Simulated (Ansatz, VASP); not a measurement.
**Two plane-wave programs on Te2Mo**

File POSCAR:

```
Te2Mo
1.0
    3.5602328100      0.0000000000      0.0000000000
   -1.7801164100      3.0832520600      0.0000000000
    0.0000000000      0.0000000000     17.5240578200
Te Mo
2 1
Direct
    0.3333333300      0.6666666700      0.8978554500
    0.3333333300      0.6666666700      0.1021445500
    0.0000000000      0.0000000000      0.0000000000
```

File INCAR.step1:

```
ALGO = Normal
EDIFF = 1E-4
ENCUT = 520
GGA = PE
ISMEAR = 1
LASPH = True
LCHARG = False
LREAL = False
LWAVE = True
NBANDS = 20
NELM = 100
PREC = Accurate
SIGMA = 0.1
```

The input INCAR.step2:

```
ALGO = Normal
EDIFF = 1E-7
ENCUT = 520
ISIF = 2
ISMEAR = 1
ISTART = 1
IVDW = 12
LASPH = True
LCHARG = False
LMIXTAU = True
LREAL = False
LWAVE = False
METAGGA = R2SCAN
NBANDS = 20
NELM = 100
PREC = Accurate
SIGMA = 0.1
VDW_A1 = 0.49484001
VDW_A2 = 5.73083694
VDW_S6 = 1.0
VDW_S8 = 0.78981345
```

Contents of KPOINTS:

```
k-points
0
Gamma
  8 8 2
```

Input for Ansatz:

```yaml
crystal:
  lattice:
    - [3.56023281, 0.0, 0.0]
    - [-1.78011641, 3.08325206, 0.0]
    - [0.0, 0.0, 17.52405782]
  atoms:
    - { symbol: Te, position: [0.33333333, 0.6666666699999999, 0.89785545] }
    - { symbol: Te, position: [0.33333333, 0.6666666699999999, 0.10214455] }
    - { symbol: Mo, position: [0.0, 0.0, 0.0] }
basis:
  ecutwfc: 600.0
kpoints:
  mp_grid:
    grid: [8, 8, 2]
  band_path:
    path:
      - [0.0, 0.0, 0.0]
      - [0.5, 0.0, 0.0]
      - [0.33333, 0.33333, 0.0]
      - [0.0, 0.0, 0.0]
      - [0.0, 0.0, 0.5]
    npoints: 4
hamiltonian:
  xc: r2scan
  dispersion: d3bj
scf:
  n_extra_bands: 8
  occupations:
    method: cold
    width: 0.1
output:
  eigenvalues: true
```

Alike in both runs: task single point; functional r2SCAN; dispersion D3(BJ); k mesh 8 × 8 × 2; no spin polarisation.

|  | VASP | Ansatz |
| --- | --- | --- |
| version | VASP 6.6.1 | Ansatz 0.2.0 |
| potentials or method | VASP PAW PBE potentials, release 64 (Te, Mo_sv) | plane waves, PAW |
| plane-wave cutoff (eV) | 520 | 600 |
| occupations | methfessel-paxton of order 1, width 0.1 eV | cold, width 0.1 eV |
| valence electrons in the cell | 26 | 46 |

VASP gave:

* gap on the k mesh at the Fermi level (eV): 1.35
* dispersion energy (meV/atom): -160.2

Which values does Ansatz return?

gap on the k mesh at the Fermi level (eV): 1.34; dispersion energy (meV/atom): -160.2.

The two sets of potentials don't hold the same shells in valence. Ansatz warned: «dispersion_damping_borrowed».

Caveats: spin-orbit coupling is left out, which moves the levels of the heavy elements. r2SCAN opens gaps a little over a GGA but as a rule still falls short of measured ones.
